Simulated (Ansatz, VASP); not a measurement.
# SrO: VASP beside Ansatz

```
Sr O
1.0
     0.00000    2.52624    2.52624
     2.52624    0.00000    2.52624
     2.52624    2.52624    0.00000
Sr O
1 1
Direct
  0.00000 0.00000 0.00000
  0.50000 0.50000 0.50000
```

Change from the starting cell: volume scaled by 0.95.

Alike in both runs: task single point; functional LDA; k mesh 8 × 8 × 8; occupations fermi-dirac, width 0.02 eV; no spin polarisation.

```csv
,VASP,Ansatz
version,VASP 6.6.1,Ansatz 0.2.0
potentials or method,"VASP PAW LDA potentials, release 64 (Sr_sv, O), cutoff 520 eV","all-electron LAPW, scalar-relativistic"
```

Ansatz gave:

| Property | Result |
| --- | --- |
| gap on the k mesh at the Fermi level (eV) | 3.12 |
| pressure (GPa) | 0.8 |

Question: What did VASP give for the same quantities?

Answer: gap on the k mesh at the Fermi level (eV): 3.05; pressure (GPa): 1.6.

Ansatz ran all-electron here, so the differences hold the error of VASP's frozen core and of both bases.

A k mesh can miss the band edges.
